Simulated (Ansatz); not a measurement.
Relaxed bulk Co:

```cif
data_structure
_symmetry_space_group_name_H-M 'P6_3/mmc'
_symmetry_Int_Tables_number 194
_cell_length_a 2.4923
_cell_length_b 2.4923
_cell_length_c 4.0333
_cell_angle_alpha 90.000
_cell_angle_beta 90.000
_cell_angle_gamma 120.000
_cell_volume 21.70
loop_
_atom_site_label
_atom_site_type_symbol
_atom_site_symmetry_multiplicity
_atom_site_Wyckoff_symbol
_atom_site_fract_x
_atom_site_fract_y
_atom_site_fract_z
_atom_site_occupancy
Co1 Co 2 c 0.33333 0.66667 0.25000 1
```

Miller indices refer to the conventional cell of P6_3/mmc (No. 194), a = 2.492 Å, b = 2.492 Å, c = 4.033 Å, α = 90.00°, β = 90.00°, γ = 120.00°.

Computed with DFT PBE, scalar-relativistic, plane waves, PAW in Ansatz. Cutoff 420 eV, Gaussian smearing of 0.10 eV, collinear spin. A dipole correction acts along the normal.

A relaxed slab with low-index faces, about a nanometre thick, has these properties:

```
Surface energy (mean of both faces)                          : 2.14 J/m²
Work function                                                : 4.95 eV
Sequence of site moments over 0.05 μB in size, bottom to top : Co 1.79, Co 1.73, Co 1.69, Co 1.69, Co 1.73, Co 1.79 μB
```

Q: Which low-index plane was cut?

A: The (001) plane.